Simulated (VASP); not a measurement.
# Si2W (I4/mmm) in VASP: notebook

Runs on Si2W. Level: PBEsol. Tasks: relaxation of cell and atoms, single point.

Everything below comes from runs of VASP 6.6.1. Logs are shortened: lines on timing, memory, paths and dates and some standing lists are left out, and cuts for length are marked.

## (1) Starting point

It takes space group I4/mmm (No. 139, tetragonal). Conventional cell: a = 3.215 Å, b = 3.215 Å, c = 7.802 Å, α = 90.00°, β = 90.00°, γ = 90.00°. Si (site symmetry 4mm) has 5 Si at 2.57 to 2.63 Å and 5 W at 2.61 Å as nearest neighbours. Around W (site symmetry 4/mmm) lie 10 Si at 2.61 Å.

The cell is a database's computed one.

## (2) Relaxation of cell and atoms, PBEsol

INCAR

```
PREC     = Accurate       # precision mode
ENCUT    = 600            # plane-wave cutoff, eV
EDIFF    = 1E-7           # SCF threshold, eV
ISMEAR   = 0              # smearing method
SIGMA    = 0.1            # smearing width, eV
LREAL    = F              # projectors in reciprocal space
LASPH    = T              # aspherical terms in the spheres
NELM     = 100            # most SCF steps
ALGO     = Normal         # electronic algorithm
ISIF     = 3              # what is computed and relaxed
LWAVE    = F              # write WAVECAR
LCHARG   = F              # write CHGCAR
GGA      = PS             # functional
IBRION   = 2              # ionic algorithm
NSW      = 90             # ionic steps
EDIFFG   = -0.005         # ionic threshold
```

KPOINTS

```
Automatic mesh
0
Gamma
  6 6 6
```

POSCAR

```
Si2W
1.0
   -1.6073666700      1.6073666700      3.9010319200
    1.6073666700     -1.6073666700      3.9010319200
    1.6073666700      1.6073666700     -3.9010319200
Si W
2 1
Direct
    0.3349898400      0.3349898400      0.0000000000
    0.6650101600      0.6650101600      0.0000000000
    0.0000000000      0.0000000000      0.0000000000
```

Potentials or basis: VASP PAW PBE potentials, release 64 (Si, W_sv).

Command:

```
$ cat potpaw_PBE.64/Si/POTCAR potpaw_PBE.64/W_sv/POTCAR > POTCAR
$ mpirun -np 1 vasp_std > vasp.out
```

OUTCAR:

```text
PREC = Accurate
   ENCUT = 600
   EDIFF = 1E-7
   ISMEAR = 0
   LREAL = F
   LASPH = T
   NELM = 100
   ISIF = 3
   GGA = PS
   IBRION = 2
   NSW = 90
   EDIFFG = -0.005

 ion  position               nearest neighbor table
   1  0.335  0.335  0.000-   2 2.57   3 2.61   3 2.61   3 2.61   3 2.61   3 2.61   2 2.63   2 2.63
                             2 2.63   2 2.63
   2  0.665  0.665  0.000-   1 2.57   3 2.61   3 2.61   3 2.61   3 2.61   3 2.61   1 2.63   1 2.63
                             1 2.63   1 2.63
   3  0.000  0.000  0.000-   2 2.61   2 2.61   2 2.61   1 2.61   2 2.61   1 2.61   1 2.61   1 2.61
                             1 2.61   2 2.61

  LATTYP: Found a body centered tetragonal cell.
 ALAT       =     3.2147333400
 C/A-ratio  =     2.4269707670

  Lattice vectors:

 A1 = (  -1.6073666700,   1.6073666700,   3.9010319200)
 A2 = (   1.6073666700,  -1.6073666700,   3.9010319200)
 A3 = (   1.6073666700,   1.6073666700,  -3.9010319200)

Analysis of symmetry for initial positions (statically):
=====================================================================
 Subroutine PRICEL returns:
 Original cell was already a primitive cell.

 Routine SETGRP: Setting up the symmetry group for a
 body centered tetragonal supercell.

 Subroutine GETGRP returns: Found 16 space group operations
 (whereof 16 operations were pure point group operations)
 out of a pool of 16 trial point group operations.

The static configuration has the point symmetry D_4h.

Analysis of symmetry for dynamics (positions and initial velocities):
=====================================================================
 Subroutine PRICEL returns:
 Original cell was already a primitive cell.

 Routine SETGRP: Setting up the symmetry group for a
 body centered tetragonal supercell.

 Subroutine GETGRP returns: Found 16 space group operations
 (whereof 16 operations were pure point group operations)
 out of a pool of 16 trial point group operations.

The dynamic configuration has the point symmetry D_4h.

 Subroutine INISYM returns: Found 16 space group operations
 (whereof 16 operations are pure point group operations),
 and found     1 'primitive' translations

----------------------------------------------------------------------------------------

                                     Primitive cell

  volume of cell :      40.3153

  direct lattice vectors                    reciprocal lattice vectors
    -1.607366670  1.607366670  3.901031920     0.000000000  0.311067791  0.128171215
     1.607366670 -1.607366670  3.901031920     0.311067791  0.000000000  0.128171215
[... 112 lines left out ...]
   GGA     = PS    functional components
   LHFCALC =     F    Hartree Fock is set to
   AEXX    =    0.0000 exact exchange contribution
   IVDW    =     0    specifies the selected vdW correction
   LEPSILON=     F    determine dielectric tensor
   LRPA    =     F    only Hartree local field effects (RPA)
 conjugate gradient relaxation of ions
 non-spin polarized calculation
 Gauss-broadening in eV      SIGMA  =   0.10
  energy-cutoff  :      600.00
  volume of cell :       40.32
 maximum number of plane-waves:      1372
   NGX = 17   NGY = 17   NGZ = 17

--------------------------------------- Ionic step        1  -------------------------------------------

 number of electron      21.9999999 magnetization

 Free energy of the ion-electron system (eV)
  ---------------------------------------------------
  ext. energy  EPLUGINS =         0.00000000
  ---------------------------------------------------
  free energy    TOTEN  =       -26.64402959 eV

  energy without entropy =      -26.64393545  energy(sigma->0) =      -26.64398252

------------------------ aborting loop because EDIFF is reached ----------------------------------------

  FORCE on cell =-STRESS in cart. coord.  units (eV):
  Direction    XX          YY          ZZ          XY          YZ          ZX
  --------------------------------------------------------------------------------------
  -------------------------------------------------------------------------------------
  Total       -0.4052764     -0.4052764      0.1286179      0.0000000     -0.0000000      0.0000000
  in kB      -16.1061777    -16.1061777      5.1114301      0.0000000     -0.0000000      0.0000000
  external PRESSURE =      -9.0336418 kB  Pullay stress =       0.0000000 kB
[... 172 lines left out ...]
--------------------------------------- Ionic step        6  -------------------------------------------

 number of electron      21.9999999 magnetization

 Free energy of the ion-electron system (eV)
  ---------------------------------------------------
  ext. energy  EPLUGINS =         0.00000000
  ---------------------------------------------------
  free energy    TOTEN  =       -26.64586574 eV

  energy without entropy =      -26.64577204  energy(sigma->0) =      -26.64581889

 E-fermi :  11.9540     XC(G=0): -12.6432

 val. band max:       11.7683587430   @ k =  -0.3333   0.3333   0.3333
 cond. band min:      12.1487633482   @ k =  -0.3333   0.5000   0.3333
 fundamental gap:      0.3804046052
 Fermi energy:        11.9540374658

 k-point     1 :       0.0000    0.0000    0.0000
  band No.  band energies     occupation
      1     -61.8126      2.00000
      2     -26.0931      2.00000
      3     -26.0553      2.00000
      4     -26.0553      2.00000
      5      -2.1666      2.00000
      6       5.0619      2.00000
      7       8.2483      2.00000
      8       8.5869      2.00000
      9       9.1086      2.00000
     10       9.1086      2.00000
     11      12.6021      0.00000
     12      14.7785      0.00000
     13      14.8428      0.00000
     14      15.1012      0.00000
[... 401 lines left out ...]
      2     -26.1134      2.00000
      3     -26.0954      2.00000
      4     -26.0506      2.00000
      5      -1.0376      2.00000
      6       3.4723      2.00000
      7       7.4043      2.00000
      8       9.0384      2.00000
      9       9.4173      2.00000
     10       9.8128      2.00000
     11      11.4093      2.00000
     12      13.0893      0.00000
     13      14.4097      0.00000
     14      14.7960      0.00000
     15      16.2915      0.00000

 [... further k-points ...]

------------------------ aborting loop because EDIFF is reached ----------------------------------------

  FORCE on cell =-STRESS in cart. coord.  units (eV):
  Direction    XX          YY          ZZ          XY          YZ          ZX
  --------------------------------------------------------------------------------------
  -------------------------------------------------------------------------------------
  Total        0.0013506      0.0013506      0.0060386      0.0000000      0.0000000      0.0000000
  in kB        0.0539314      0.0539314      0.2411304      0.0000000      0.0000000      0.0000000
  external PRESSURE =       0.1163310 kB  Pullay stress =       0.0000000 kB
[... 18 lines left out ...]
  FREE ENERGIE OF THE ION-ELECTRON SYSTEM (eV)
  ---------------------------------------------------
  free  energy   TOTEN  =       -26.6458657380 eV

  energy  without entropy=      -26.6457720414  energy(sigma->0) =      -26.64581889

 reached required accuracy - stopping structural energy minimisation
```

CONTCAR:

```text
Si2W
   1.00000000000000
    -1.6021392104004744    1.6021392104004744    3.9078471782367066
     1.6021392104004744   -1.6021392104004744    3.9078471782367066
     1.6021392104004744    1.6021392104004744   -3.9078471782367066
  Si              W
     2     1
Direct
     0.3344238767938657    0.3344238767938657    0.0000000000000000
     0.6655761232061341    0.6655761232061341    1.0000000000000000
     0.0000000000000000    0.0000000000000000    0.0000000000000000

  0.00000000E+00  0.00000000E+00  0.00000000E+00
  0.00000000E+00  0.00000000E+00  0.00000000E+00
  0.00000000E+00  0.00000000E+00  0.00000000E+00
```

It took 98 s on 1 thread of AMD EPYC 9R14 (Zen 4), shared host; peak memory 0.19 GiB.

What came out:

| Item | Value |
| --- | --- |
| Free energy | -26.6459 eV |
| Relaxed volume | 13.37 Å³/atom |
| Relaxed cell | a = 4.517 Å, b = 4.517 Å, c = 4.517 Å, α = 138.45°, β = 138.45°, γ = 60.21° |
| Space group after relaxing (to 0.05 Å) | I4/mmm (No. 139) |
| Energy gained by relaxing | 0.6 meV/atom |
| Ionic steps | 6 |
| Pressure after relaxing | 0.0 GPa |
| Band gap on the k mesh | none (metal or under the smearing width) |

Step by step:
| step | energy change (eV) | largest force (eV/Å) | pressure (GPa) | volume (Å³) |
| --- | --- | --- | --- | --- |
| 1 | 0.0000 | 0.0889 | -0.90 | 40.32 |
| 2 | -0.0003 | 0.0153 | 1.43 | 39.87 |
| 3 | -0.0017 | 0.0497 | 0.31 | 40.08 |
| 4 | -0.0017 | 0.0140 | -0.36 | 40.18 |
| 5 | -0.0018 | 0.0165 | -0.04 | 40.13 |
| 6 | -0.0018 | 0.0005 | 0.01 | 40.12 |

Final structure:
```xyz
3
Lattice="-1.6021 1.6021 3.9078 1.6021 -1.6021 3.9078 1.6021 1.6021 -3.9078" Properties=species:S:1:pos:R:3 pbc="T T T"
Si    0.0000    0.0000    2.6138
Si    1.6021    1.6021    1.2941
W     0.0000    0.0000    0.0000
```

Levels at points of the mesh, in eV from the Fermi level:
```csv
k point,band 8,band 9,band 10,band 11,band 12,band 13,band 14,band 15
"(0.00, 0.00, 0.00)",-3.37,-2.85,-2.85,0.65,2.82,2.89,3.15,3.15
"(0.50, 0.00, 0.00)",-4.85,-2.79,-2.79,-0.43,2.75,2.83,3.99,4.49
"(0.50, 0.50, 0.00)",-5.46,-5.04,-3.28,-1.73,2.84,3.02,3.17,3.93
"(0.50, 0.50, 0.50)",-2.61,-0.81,-0.81,-0.49,-0.49,0.83,4.55,5.00
```

Caveat: the k mesh is coarse (spacing up to 0.46 Å⁻¹), so the values aren't converged; the PAW data sets were made with another functional, which shifts forces and pressure a little. The run has no spin-orbit coupling, so splittings on W are missing.

## (3) Single point, PBEsol

INCAR

```
PREC = Accurate
ENCUT = 520
EDIFF = 1E-6
ISMEAR = 0
SIGMA = 0.1
LREAL = False
LASPH = True
NELM = 100
ALGO = Normal
ISIF = 2
LWAVE = False
LCHARG = False
GGA = PS
```

KPOINTS

```
regular mesh
0
Gamma
  18 18 18
```

POSCAR is that of step 2.

Potentials or basis: VASP PAW PBE potentials, release 64 (Si, W_sv).

Command:

```
$ cat potpaw_PBE.64/Si/POTCAR potpaw_PBE.64/W_sv/POTCAR > POTCAR
$ mpirun -np 1 vasp_std > vasp.out
```

Wall time 5.1 min (1 thread of AMD EPYC 9R14 (Zen 4), shared host); peak memory 0.4 GiB.

It converged, with:

```
Free energy            : -26.6392 eV
Pressure               : -0.8 GPa
Largest force          : 0.071 eV/Å
Band gap on the k mesh : none (metal or under the smearing width)
```

Forces on the atoms (eV/Å):
```
Si   0.000  0.000 -0.071
Si   0.000  0.000  0.071
W    0.000  0.000  0.000
```

Stress tensor (GPa, compression positive):
```
-1.57  0.00  0.00
 0.00 -1.57  0.00
 0.00  0.00  0.60
```

Levels at points of the mesh, in eV from the Fermi level:
```csv
k point,band 9,band 10,band 11,band 12,band 13,band 14
"(0.00, 0.00, 0.00)",-2.85,-2.85,0.59,2.78,2.92,3.06
"(0.50, 0.00, 0.00)",-2.83,-2.76,-0.45,2.68,2.81,3.99
"(0.50, 0.50, 0.00)",-5.02,-3.24,-1.76,2.89,2.95,3.12
"(0.50, 0.50, 0.50)",-0.84,-0.84,-0.49,-0.49,0.77,4.62
```

Caveat: the PAW data sets were made with another functional, which shifts forces and pressure a little.
